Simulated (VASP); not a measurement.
# InAs (F-43m) in VASP: settings compared

The runs below take InAs through band structure, with PBE, PBEsol.

Program: VASP 6.6.1. These are calculated values, not measurements. Logs are shortened: lines on timing, memory, paths and dates and some standing lists are left out, and cuts for length are marked.

**Measured values to compare with.**

From a printed reference work, data compilation, for a bulk crystal of InAs at 4.2 K: band gap 0.418 eV (direct).

How close the calculation comes is told below.

### 1 The crystal as given

Symmetry: F-43m, No. 216, cubic system. Conventional cell: a = 6.188 Å, b = 6.188 Å, c = 6.188 Å, α = 90.00°, β = 90.00°, γ = 90.00°. Around In (site symmetry -43m) lie 4 As at 2.68 Å. Around As (site symmetry -43m) lie 4 In at 2.68 Å.

### 2 Band structure, PBE

INCAR reads:

```
SYSTEM = InAs
PREC = Accurate ; ENCUT = 520
EDIFF = 1E-6 ; ISMEAR = 0
SIGMA = 0.03 ; LREAL = .FALSE.
LASPH = .TRUE. ; NELM = 80
ALGO = Normal ; ISIF = 2
LWAVE = .FALSE. ; LCHARG = .FALSE.
GGA = PE ; NBANDS = 16
ICORELEVEL = 1
```

KPOINTS reads:

```
regular mesh
0
G
  10 10 10
  0 0 0
```

POSCAR reads:

```
InAs                                    
1.0
    0.0000000000      3.0941320033      3.0941320033
    3.0941320033      0.0000000000      3.0941320033
    3.0941320033      3.0941320033      0.0000000000
  In              As            
     1     1
Direct
     0.0000000000000000    0.0000000000000000    0.0000000000000000
     0.2500000000000000    0.2500000000000000    0.2500000000000000
```

KPOINTS_OPT reads:

```
explicit points
159
Reciprocal
 0.0000000000  0.0000000000  0.0000000000 1
 0.0357142857  0.0000000000  0.0357142857 1
 0.0714285714  0.0000000000  0.0714285714 1
 0.1071428571  0.0000000000  0.1071428571 1
 0.1428571429  0.0000000000  0.1428571429 1
 0.1785714286  0.0000000000  0.1785714286 1
[... 151 lines left out ...]
 0.4250000000  0.0000000000  0.4250000000 1
 0.4500000000  0.0000000000  0.4500000000 1
```

Potentials or basis: VASP PAW PBE potentials, release 64 (In_d, As).

Started as:

```
$ cat potpaw_PBE.64/In_d/POTCAR potpaw_PBE.64/As/POTCAR > POTCAR
$ mpirun -np 1 vasp_std > vasp.out
```

OUTCAR:

```text
SYSTEM = InAs
   PREC = Accurate
   ENCUT = 520
   EDIFF = 1E-6
   ISMEAR = 0
   LREAL = .FALSE.
   LASPH = .TRUE.
   NELM = 80
   ISIF = 2
   GGA = PE

 ion  position               nearest neighbor table
   1  0.000  0.000  0.000-   2 2.68   2 2.68   2 2.68   2 2.68
   2  0.250  0.250  0.250-   1 2.68   1 2.68   1 2.68   1 2.68

  LATTYP: Found a face centered cubic cell.
 ALAT       =     6.1882640066

  Lattice vectors:

 A1 = (   0.0000000000,   3.0941320033,   3.0941320033)
 A2 = (   3.0941320033,   0.0000000000,   3.0941320033)
 A3 = (   3.0941320033,   3.0941320033,   0.0000000000)

Analysis of symmetry for initial positions (statically):
=====================================================================
 Subroutine PRICEL returns:
 Original cell was already a primitive cell.

 Routine SETGRP: Setting up the symmetry group for a
 face centered cubic supercell.

 Subroutine GETGRP returns: Found 24 space group operations
 (whereof 24 operations were pure point group operations)
 out of a pool of 48 trial point group operations.

The static configuration has the point symmetry T_d .

Analysis of symmetry for dynamics (positions and initial velocities):
=====================================================================
 Subroutine PRICEL returns:
 Original cell was already a primitive cell.

 Routine SETGRP: Setting up the symmetry group for a
 face centered cubic supercell.

 Subroutine GETGRP returns: Found 24 space group operations
 (whereof 24 operations were pure point group operations)
 out of a pool of 48 trial point group operations.

The dynamic configuration has the point symmetry T_d .

 Subroutine INISYM returns: Found 24 space group operations
 (whereof 24 operations are pure point group operations),
 and found     1 'primitive' translations

----------------------------------------------------------------------------------------

                                     Primitive cell

  volume of cell :      59.2443

  direct lattice vectors                    reciprocal lattice vectors
     0.000000000  3.094132003  3.094132003    -0.161596208  0.161596208  0.161596208
     3.094132003  0.000000000  3.094132003     0.161596208 -0.161596208  0.161596208
     3.094132003  3.094132003  0.000000000     0.161596208  0.161596208 -0.161596208

  length of vectors
     4.375763443  4.375763443  4.375763443     0.279892843  0.279892843  0.279892843

  position of ions in fractional coordinates (direct lattice)
     0.000000000  0.000000000  0.000000000
     0.250000000  0.250000000  0.250000000

  ion indices of the primitive-cell ions
   primitive index   ion index
                 1           1
                 2           2

----------------------------------------------------------------------------------------

 KPOINTS: regular mesh

Automatic generation of k-mesh.
 Grid dimensions read from file:
 generate k-points for:   10   10   10

 Generating k-lattice:

  Cartesian coordinates                     Fractional coordinates (reciprocal lattice)
    -0.016159621  0.016159621  0.016159621     0.100000000  0.000000000  0.000000000
     0.016159621 -0.016159621  0.016159621     0.000000000  0.100000000  0.000000000
     0.016159621  0.016159621 -0.016159621     0.000000000  0.000000000  0.100000000

  Length of vectors
     0.027989284  0.027989284  0.027989284

  Shift w.r.t. Gamma in fractional coordinates (k-lattice)
     0.000000000  0.000000000  0.000000000

 Subroutine IBZKPT returns following result:
 ===========================================

 Found     47 irreducible k-points:

 Following reciprocal coordinates:
            Coordinates               Weight
  0.000000  0.000000  0.000000      1.000000
  0.100000  0.000000  0.000000      8.000000
  0.200000  0.000000  0.000000      8.000000
  0.300000  0.000000  0.000000      8.000000
  0.400000  0.000000  0.000000      8.000000
  0.500000  0.000000  0.000000      4.000000
[... 16 lines left out ...]
  0.300000  0.300000  0.000000      6.000000
  0.400000  0.300000  0.000000     24.000000
 [... further k-points ...]
   k-points           NKPTS =     47   k-points in BZ     NKDIM =     47   number of bands    NBANDS=     16
   number of dos      NEDOS =    301   number of ions     NIONS =      2
   total plane-waves  NPLWV =  46656
   dimension x,y,z NGX =    36 NGY =   36 NGZ =   36
   dimension x,y,z NGXF=    72 NGYF=   72 NGZF=   72
   ions per type =               1   1
   NGX,Y,Z   is equivalent  to a cutoff of  13.68, 13.68, 13.68 a.u.
   NGXF,Y,Z  is equivalent  to a cutoff of  27.35, 27.35, 27.35 a.u.
 SYSTEM =  InAs
   PREC   = accura    normal or accurate (medium, high low for compatibility)
   ISTART =      0    job   : 0-new  1-cont  2-samecut
   ICHARG =      2    charge: 1-file 2-atom 10-const
   ISPIN  =      1    spin polarized calculation?
   LNONCOLLINEAR =      F non collinear calculations
   LSORBIT =      F    spin-orbit coupling
   LASPH  =      T    aspherical Exc in radial PAW
   ENCUT  =  520.0 eV  38.22 Ry    6.18 a.u.   8.14  8.14  8.14*2*pi/ulx,y,z
   NELM   =     80;   NELMIN=  2; NELMDL= -5     # of ELM steps
   EDIFF  = 0.1E-05   stopping-criterion for ELM
   LREAL  =      F    real-space projection
   EDIFFG = 0.1E-04   stopping-criterion for IOM
   NSW    =      0    number of steps for IOM
   IBRION =     -1    ionic relax: 0-MD 1-quasi-New 2-CG
   NFREE  =      0    steps in history (QN), initial steepest desc. (CG)
   ISIF   =      2    stress and relaxation
   ISYM   =      2    0-nonsym 1-usesym 2-fastsym
   POTIM  = 0.5000    time-step for ionic-motion
   TEBEG  =    0.0;   TEEND  =   0.0 temperature during run
   PSTRESS=    0.0 pullay stress
   NELECT =      18.0000    total number of electrons
   NUPDOWN=      -1.0000    fix difference up-down
   EMIN   =  10.00;   EMAX   =-10.00  energy-range for DOS
   EFERMI =   0.00;   METHOD = LEGACY
   ISMEAR =     0;   SIGMA  =   0.03  broadening in eV -4-tet -1-fermi 0-gaus
   EFERMI_NEDOS =   21; number of points for ismear=-14 and -15
   IALGO  =     38    algorithm
   IMIX   =      4    mixing-type and parameters
     AMIX     =   0.40;   BMIX     =  1.00
     AMIX_MAG =   1.60;   BMIX_MAG =  1.00
  volume/ion in A,a.u.               =      29.62       199.90
  Fermi-wavevector in a.u.,A,eV,Ry     =   1.100568  2.079772 16.480052  1.211250
  Thomas-Fermi vector in A             =   2.236981
   LORBIT       =      0    0 simple, 1 ext, 2 COOP (PROOUT), +10 PAW based schemes
   GGA     = PE    functional components
   LHFCALC =     F    Hartree Fock is set to
   AEXX    =    0.0000 exact exchange contribution
   IVDW    =     0    specifies the selected vdW correction
   LEPSILON=     F    determine dielectric tensor
   LRPA    =     F    only Hartree local field effects (RPA)
 non-spin polarized calculation
 Gauss-broadening in eV      SIGMA  =   0.03
  energy-cutoff  :      520.00
  volume of cell :       59.24
 maximum number of plane-waves:      1639
 NGX is ok and might be reduce to    36
   NGX = 17   NGY = 17   NGZ = 17

 number of electron      17.9999997 magnetization

 Free energy of the ion-electron system (eV)
  ---------------------------------------------------
  ext. energy  EPLUGINS =         0.00000000
  ---------------------------------------------------
  free energy    TOTEN  =        -7.71900893 eV

  energy without entropy =       -7.71896266  energy(sigma->0) =       -7.71898580

 the core state eigenenergies are
   1-  1s -27739.5121  2s  -4146.0264  2p  -3720.0074  3s   -779.9831  3p   -640.5376
       3d   -424.2057  4s   -111.3134  4p    -69.7923
   2-  1s -11708.0760  2s  -1476.6333  2p  -1293.4637  3s   -180.5385  3p   -123.9155
       3d    -30.9315

 E-fermi :   3.8420     XC(G=0):  -8.7928

 val. band max:        3.8328452428   @ k =   0.0000   0.0000   0.0000
 cond. band min:       4.5763978318   @ k =   0.1000   0.0000   0.0000
 fundamental gap:      0.7435525890
 Fermi energy:         3.8419822579

 k-point     1 :       0.0000    0.0000    0.0000
  band No.  band energies     occupation
      1     -10.4329      2.00000
      2     -10.4329      2.00000
      3     -10.4329      2.00000
      4     -10.3334      2.00000
      5     -10.3334      2.00000
      6      -7.6037      2.00000
[... 8 lines left out ...]
     15      13.3358      0.00000
     16      13.3358      0.00000

 k-point     2 :       0.1000    0.0000    0.0000
  band No.  band energies     occupation
      1     -10.4424      2.00000
      2     -10.4299      2.00000
      3     -10.4299      2.00000
      4     -10.3334      2.00000
      5     -10.3334      2.00000
      6      -7.5123      2.00000
[... 8 lines left out ...]
     15      12.6960      0.00000
     16      12.6960      0.00000

 k-point     3 :       0.2000    0.0000    0.0000
  band No.  band energies     occupation
      1     -10.4665      2.00000
      2     -10.4225      2.00000
      3     -10.4225      2.00000
      4     -10.3330      2.00000
      5     -10.3330      2.00000
      6      -7.2532      2.00000
[... 8 lines left out ...]
     15      12.2623      0.00000
     16      12.2623      0.00000

 k-point     4 :       0.3000    0.0000    0.0000
  band No.  band energies     occupation
      1     -10.4950      2.00000
      2     -10.4148      2.00000
      3     -10.4148      2.00000
      4     -10.3312      2.00000
      5     -10.3312      2.00000
      6      -6.8790      2.00000
[... 8 lines left out ...]
     15      12.5180      0.00000
     16      12.5180      0.00000
[... 155 lines left out ...]
      1     -10.5080      2.00000
      2     -10.4108      2.00000
      3     -10.4092      2.00000
      4     -10.3335      2.00000
      5     -10.3287      2.00000
      6      -6.6825      2.00000
[... 8 lines left out ...]
     15      12.4214      0.00000
     16      13.8390      0.00000

 k-point    14 :      -0.2000    0.1000    0.0000
  band No.  band energies     occupation
      1     -10.4829      2.00000
      2     -10.4189      2.00000
      3     -10.4149      2.00000
      4     -10.3356      2.00000
      5     -10.3303      2.00000
      6      -7.0651      2.00000
[... 8 lines left out ...]
     15      12.3808      0.00000
     16      13.2353      0.00000

 k-point    15 :      -0.1000    0.1000    0.0000
  band No.  band energies     occupation
      1     -10.4578      2.00000
      2     -10.4265      2.00000
      3     -10.4228      2.00000
      4     -10.3351      2.00000
      5     -10.3318      2.00000
      6      -7.3648      2.00000
[... 8 lines left out ...]
     15      12.3170      0.00000
     16      12.5594      0.00000

 k-point    16 :       0.2000    0.2000    0.0000
  band No.  band energies     occupation

------------------------ aborting loop because EDIFF is reached ----------------------------------------

  FORCE on cell =-STRESS in cart. coord.  units (eV):
  Direction    XX          YY          ZZ          XY          YZ          ZX
  --------------------------------------------------------------------------------------
  -------------------------------------------------------------------------------------
  Total        0.0001225      0.0001225      0.0001225      0.0000000     -0.0000000      0.0000000
  in kB        0.0033119      0.0033119      0.0033119      0.0000000     -0.0000000      0.0000000
  external PRESSURE =       0.0033119 kB  Pullay stress =       0.0000000 kB

 VOLUME and BASIS-vectors are now :
 -----------------------------------------------------------------------------
  energy-cutoff  :      520.00
  volume of cell :       59.24
      direct lattice vectors                 reciprocal lattice vectors
     0.000000000  3.094132003  3.094132003    -0.161596208  0.161596208  0.161596208
     3.094132003  0.000000000  3.094132003     0.161596208 -0.161596208  0.161596208
     3.094132003  3.094132003  0.000000000     0.161596208  0.161596208 -0.161596208

 POSITION                                       TOTAL-FORCE (eV/Angst)
 -----------------------------------------------------------------------------------
      0.00000      0.00000      0.00000        -0.000000     -0.000000     -0.000000
      1.54707      1.54707      1.54707         0.000000      0.000000      0.000000
 -----------------------------------------------------------------------------------
    total drift:                               -0.000000     -0.000000     -0.000000

  FREE ENERGIE OF THE ION-ELECTRON SYSTEM (eV)
  ---------------------------------------------------
  free  energy   TOTEN  =        -7.7190089344 eV

  energy  without entropy=       -7.7189626557  energy(sigma->0) =       -7.71898580
```

It took 5.3 min on 1 thread of AMD EPYC 7R43 (Zen 3), shared host; peak memory 0.2 GiB.

Results:

```yaml
Free_energy: -7.7190 eV
Pressure: 0.0 GPa
Band_gap_along_the_path: none (metal or under the smearing width)
```

Levels at the corners of the path, in eV from the Fermi level:
```csv
point,band 5,band 6,band 7,band 8,band 9,band 10,band 11,band 12,band 13,band 14
Γ,-14.18,-11.45,-0.56,-0.01,-0.01,-0.01,3.86,3.86,3.86,7.27
X,-14.16,-9.71,-5.56,-2.11,-2.11,1.65,2.03,8.74,8.79,8.79
X,-14.16,-9.71,-5.56,-2.11,-2.11,1.65,2.03,8.74,8.79,8.79
W,-14.17,-9.67,-5.44,-2.68,-2.59,3.90,4.26,4.80,6.03,9.32
W,-14.17,-9.67,-5.44,-2.68,-2.59,3.90,4.26,4.80,6.03,9.32
K,-14.17,-9.73,-5.44,-2.96,-1.77,2.11,4.10,7.01,7.15,7.49
K,-14.17,-9.73,-5.44,-2.96,-1.77,2.11,4.10,7.01,7.15,7.49
Γ,-14.18,-11.45,-0.56,-0.01,-0.01,-0.01,3.86,3.86,3.86,7.27
Γ,-14.18,-11.45,-0.56,-0.01,-0.01,-0.01,3.86,3.86,3.86,7.27
L,-14.17,-10.18,-5.44,-0.90,-0.90,0.80,4.62,4.62,6.74,8.68
L,-14.17,-10.18,-5.44,-0.90,-0.90,0.80,4.62,4.62,6.74,8.68
U,-14.17,-9.73,-5.44,-2.96,-1.77,2.11,4.10,7.01,7.15,7.49
U,-14.17,-9.73,-5.44,-2.96,-1.77,2.11,4.10,7.01,7.15,7.49
W,-14.17,-9.67,-5.44,-2.68,-2.59,3.90,4.26,4.80,6.03,9.32
W,-14.17,-9.67,-5.44,-2.68,-2.59,3.90,4.26,4.80,6.03,9.32
L,-14.17,-10.18,-5.44,-0.90,-0.90,0.80,4.62,4.62,6.74,8.68
L,-14.17,-10.18,-5.44,-0.90,-0.90,0.80,4.62,4.62,6.74,8.68
K,-14.17,-9.73,-5.44,-2.96,-1.77,2.11,4.10,7.01,7.15,7.49
U,-14.17,-9.73,-5.44,-2.96,-1.77,2.11,4.10,7.01,7.15,7.49
X,-14.16,-9.71,-5.56,-2.11,-2.11,1.65,2.03,8.74,8.79,8.79
```

Core levels (eV, on the scale of the bands):
```
atom                                                                                     levels
1 In  1s -27739.5, 2s -4146.0, 2p -3720.0, 3s -780.0, 3p -640.5, 3d -424.2, 4s -111.3, 4p -69.8
2 As                        1s -11708.1, 2s -1476.6, 2p -1293.5, 3s -180.5, 3p -123.9, 3d -30.9
```

Caveat: spin-orbit coupling is left out, which moves the levels of the heavy elements; this crystal is a semiconductor, whose small gap the functional closes, so the metal is an error of the method.

(Continued in part 2 of 2.)
